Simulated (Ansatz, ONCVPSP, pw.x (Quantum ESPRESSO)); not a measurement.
pw.x on sc P: one setting changed

Potential: optimised norm-conserving Vanderbilt (ONCV), ONCVPSP 4.0.1.1 (patched build), PBE; core [Ne], reference 3s2 3p3; waves: 3s: rc 1.35 bohr, ncon 3, nbas 7, qcut 4.7 1/bohr, 2 projectors, debl 3.5 Ha; 3p: rc 2.00 bohr, ncon 5, nbas 8, qcut 4.6 1/bohr, 2 projectors, debl 0.4 Ha; d scattering state at 0.09 Ha: rc 1.55 bohr, ncon 4, nbas 7, qcut 7.3 1/bohr, 2 projectors, debl 2 Ha; local part: polynomial inside 0.95 bohr (lpopt 5, dvloc0 6 Ha); core correction: polynomial model core, fcfact 0.35.

The reference run (k-mesh 13³, cutoffs 50/200 Ry, Fermi–Dirac 0.01 Ry, mixing_beta 0.4, conv_thr 1e-9, no spin) gives 0.19 GPa at 14.621 Å³/atom, where all-electron LAPW gives 0.27 GPa. This run, with its own iteration cap, changes ecutrho/ecutwfc to 1, a wrong or extreme entry chosen on purpose.

```
&control
  calculation='scf', prefix='x', pseudo_dir='./', outdir='./tmp', tstress=.true., disk_io='none'
/
&system
  ibrav=0, nat=1, ntyp=1, ecutwfc=50, ecutrho=50, nbnd=9,
  occupations='smearing', smearing='fd', degauss=0.01
/
&electrons
  conv_thr=1e-09, mixing_beta=0.4, electron_maxstep=70
/
ATOMIC_SPECIES
P 1.0 P.UPF
CELL_PARAMETERS angstrom
  2.44526365 0.00000000 0.00000000
  0.00000000 2.44526365 0.00000000
  0.00000000 0.00000000 2.44526365
ATOMIC_POSITIONS crystal
P 0.0000 0.0000 0.0000
K_POINTS automatic
13 13 13 0 0 0
```

```bash
pw.x < P.scf.in > P.scf.out
```

**Question.** How does the run end?

**Answer.** It stops with "set_cutoff: ecutrho <= ecutwfc?!?".

```
Error in routine set_cutoff (1):
     ecutrho <= ecutwfc?!?
```

The run took about 0.6 s on one core of a shared host (Intel(R) Xeon(R) Platinum 8488C, 96 threads, 372 GiB, load 51).
